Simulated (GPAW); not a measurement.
# A GW chain in GPAW: ZrSe2 (1T monolayer), part 2 of 2

How does a plane-wave GW calculation on ZrSe2 (1T monolayer) run from the first input to the gap?

GPAW 26.7.0; LDA and many-body steps on it, plane waves. Known limits of the many-body steps: not at the basis limit; no spin-orbit coupling.

So far. Step 3 (Ground state): The gap is indirect, with the least direct gap 0.69 eV higher. Step 4 (Empty states on the mesh, 9×9×1 mesh, 290 bands): On this mesh the gap is 0.317 eV.

**5. Screening and self-energy, 9×9×1 mesh, 130 bands, screening to 48 eV**

G0W0 replaces the xc potential by the self-energy, built once from these orbitals. Only a window of levels is corrected, while the sums run over the empty bands that the input names.

This step: G0W0 on LDA, plane waves, PAW.

Input file run.py:

```python
import json
import numpy as np
from gpaw.mpi import world
from gpaw.response.g0w0 import G0W0

gw = G0W0('full.gpw',
    filename='gw',
    kpts=[0, 9],
    bands=(10, 14),
    ecut=48,
    nbands=130,
    truncation='2D',
    integrate_gamma='sphere',
    q0_correction=True,
    frequencies={'type': 'nonlinear', 'domega0': 0.15, 'omega2': 15.0},
    eta=0.1,
    nblocksmax=True)
gw.calculate()
res = {mode: {k: v for k, v in r.items() if k != 'sigma_eskwn'}
       for mode, r in gw.all_results.items()}

if world.rank == 0:
    with open('result.json', 'w') as f:
        json.dump(res, f, default=lambda x: x.tolist())
```

Run with:

```sh
$ mpirun -n 4 gpaw python run.py
```

Numbers of over 12 decimals in the logs are rounded to 6 here.

The program printed:

```text
Using integrator: PointIntegrator
NonLinearFrequencyDescriptor(from 0.000 to 95.411 eV, 176 points)
Nonperiodic BCs:  [False False  True]
Using integrator: PointIntegrator
NonLinearFrequencyDescriptor(from 0.000 to 95.411 eV, 176 points)
Nonperiodic BCs:  [False False  True]
Applying analytical 2D correction to W:
    Evaluating Gamma point contribution to W on a 17x17x1 grid
  ___  _ _ _
 |   || | | |
 | | || | | |
 |__ ||_____|
 |___|

BZ k-points: Symmetries present (total): 12

  [... matrices ...]
81 k-points: 9 x 9 x 1 Monkhorst-Pack grid
12 k-points in the irreducible part of the Brillouin zone
       k-points in crystal coordinates                weights
   0:     0.00000000    0.00000000    0.00000000          1/81
   1:     0.11111111    0.00000000    0.00000000          6/81
   2:     0.22222222   -0.11111111    0.00000000          6/81
   3:     0.22222222    0.00000000    0.00000000          6/81
   4:     0.33333333   -0.11111111    0.00000000         12/81
   5:     0.33333333    0.00000000    0.00000000          6/81
   6:     0.33333333    0.33333333    0.00000000          2/81
   7:     0.44444444   -0.22222222    0.00000000          6/81
   8:     0.44444444   -0.11111111    0.00000000         12/81
   9:     0.44444444    0.00000000    0.00000000          6/81
          ...
  11:     0.44444444    0.44444444    0.00000000          6/81

Distributing spins, k-points and bands (1 x 2 x 4) over 1 process
Number of blocks: 4

Quasi particle states:
k-points (IBZ indices): [0, 9]
Band range: (10, 14)
  [... matrices ...]
Computational parameters:
Plane wave cut-off: 48 eV
Number of bands: 130
Coulomb cutoff: 2D
Broadening: 0.1 eV

fxc modes: GW
Kernel: RPA
Using full-frequency real axis integration
Summing all q:

Calculating screened Coulomb potential
2D Coulomb truncation
NonLinearFrequencyDescriptor(from 0.000 to 95.411 eV, 176 points)
Removing empty qpoint cache files...

Calculating chi0 body with:
    Ground state adapter containing:
    Number of spins: 1
    Number of kpoints: 81
    Number of irreducible kpoints: 12
    Number of completely occupied states: 12
    Number of partially occupied states: 12
    Occupied states memory: 5.2734375 M / cpu

    Linear response parametrization:
    q_c: [0.0, 0.0, 0.0]
    Number of frequency points: 176
    Planewave cutoff: 48.0
    Number of bands: 130
    Number of planewaves: 125
    Broadening (eta): 0.1
    comm.size: 4
    kncomm.size: 1
    blockcomm.size: 4

    Memory estimate of potentially large arrays:
        chi0_wGG: 10.490417 M / cpu
Integrating chi0 body.

Symmetries of q_c:
    Direct symmetries (Uq -> q): 12
    Indirect symmetries (TUq -> q): 0
In total 12 allowed symmetries.

  [... matrices ...]
12 groups of equivalent kpoints. 85.185185% reduction.

Integral kind: spectral function
Integrating chi0 head and wings.

Symmetries of q_c:
    Direct symmetries (Uq -> q): 12
    Indirect symmetries (TUq -> q): 0
In total 12 allowed symmetries.

  [... matrices ...]
12 groups of equivalent kpoints. 85.185185% reduction.

Integral kind: spectral function wings

Calculating chi0 body with:
    Ground state adapter containing:
    Number of spins: 1
    Number of kpoints: 81
    Number of irreducible kpoints: 12
    Number of completely occupied states: 12
    Number of partially occupied states: 12
    Occupied states memory: 5.2734375 M / cpu

[... the further q-points ...]

Results:
f:      Occupation numbers
eps:     KS-eigenvalues [eV]
vxc:     KS vxc [eV]
exx:     Exact exchange [eV]
sigma:   Self-energies [eV]
dsigma:  Self-energy derivatives
Z:       Renormalization factors
qp:      QP-energies [eV]

k-point 0 (0): (0.000, 0.000, 0.000)                GW
band       f     eps     vxc     exx   sigma  dsigma       Z      qp
                                                                   GW
  10   1.000  -0.743 -16.150 -17.404   1.366  -0.387   0.721  -0.663
  11   1.000  -0.743 -16.150 -17.404   1.366  -0.387   0.721  -0.663
  12   0.000   0.269 -16.304 -10.828  -3.647  -0.437   0.696   1.541
  13   0.000   0.269 -16.304 -10.828  -3.647  -0.437   0.696   1.541

k-point 1 (9): (0.444, 0.000, 0.000)                GW
band       f     eps     vxc     exx   sigma  dsigma       Z      qp
                                                                   GW
  10   1.000  -2.362 -14.681 -17.099   2.195  -0.468   0.681  -2.515
  11   1.000  -1.857 -15.472 -17.437   1.871  -0.419   0.705  -1.924
  12   0.000  -0.426 -14.994 -10.361  -3.082  -0.419   0.705   0.667
  13   0.000   1.892 -18.068 -11.112  -4.786  -0.560   0.641   3.284
```

Wall time 2.3 min (4 MPI ranks of Arm Neoverse V1, shared host); peak memory 2.1 GiB.

Numbers from this step:

- G0W0 gap on the points computed: 1.329 eV
- least direct G0W0 gap on the computed points: 2.204 eV
- Z at the valence top: 0.7209
- Z at the conduction bottom: 0.7045
- starting gap on the mesh: 0.3168 eV
- k of the valence top: 0, 0, 0
- k of the conduction bottom: 0.4444, 0, 0

The gap on the mesh goes from 0.32 eV to 1.33 eV, a correction of +1.01 eV.

Limits: finite bands, cutoff and mesh; no spin-orbit coupling. v1 is the top filled band, c1 the lowest empty one. Levels before and after the correction, in eV, zero at the valence-band top of each column:

|  | conduction bottom | valence top |
| --- | --- | --- |
| Kohn-Sham | 0.32 | 0.00 |
| G0W0 | 1.33 | 0.00 |

|  | level | energy (eV) |
| --- | --- | --- |
| Kohn-Sham | Γ v2-v1 | 0.000 |
| Kohn-Sham | Γ c1-c2 | 1.011 |
| Kohn-Sham | (0.444 0 0) v2 | -1.619 |
| Kohn-Sham | (0.444 0 0) v1 | -1.114 |
| Kohn-Sham | (0.444 0 0) c1 | 0.317 |
| Kohn-Sham | (0.444 0 0) c2 | 2.635 |
| G0W0 | Γ v2-v1 | 0.000 |
| G0W0 | Γ c1-c2 | 2.204 |
| G0W0 | (0.444 0 0) v2 | -1.852 |
| G0W0 | (0.444 0 0) v1 | -1.261 |
| G0W0 | (0.444 0 0) c1 | 1.329 |
| G0W0 | (0.444 0 0) c2 | 3.946 |

**6. Where the time went**

Times are wall times on 4 MPI ranks of Arm Neoverse V1, shared host, good to a factor of about two.

| step | time | share | memory (GiB) |
| --- | --- | --- | --- |
| relaxation | 63 s | 17 % | 1 |
| ground state | 7 s | 2 % | 0.74 |
| empty states on the mesh | 2.6 min | 43 % | 5.3 |
| screening and self-energy | 2.3 min | 38 % | 2.1 |

**7. Results**

* LDA gap: 0.32 eV, indirect
* G0W0 gap on the mesh: 1.33 eV
* GW settings: 9×9×1 mesh, 130 bands, screening to 48 eV, full frequency, Hilbert transform
* known limits: not at the basis limit; no spin-orbit coupling

**Reading.** G0W0 moves the gap on the mesh from 0.32 eV to 1.33 eV (+1.01 eV), with Z of 0.72 and 0.70 at the edges. Only 2 of the mesh's irreducible points were corrected, so a valley elsewhere could overtake. Bands and cutoff are finite, so the gap is not at the basis limit. The miss can reach some tenths of an eV and take either sign; the mesh is an error of its own. These stock PAW sets were not made for GW; the filled d or f shell of Se lies in the frozen core, which bears on start and correction. In the G0W0 run levels were corrected at 2 k points alone, so a gap called «on the mesh» is the least over those, and an edge elsewhere would be missed. The many-body steps are scalar-relativistic: spin-orbit coupling is not in them.

[Paths, hosts, dates, memory and timing lines, banners, echoed tables and standing remarks are left out of the program output.]

[Logs are printed without paths, hosts, clocks, repeated set-up lines and the standing remarks that a program may print on its own settings, such as how far it seeks lower states.]

[Runs of the session that timed out or met a known fault of the program may be left out.]

[Hosts, paths, dates, database ids (printed as entryN), source tags and the programs' standing remarks are cut or masked in the printed files.]
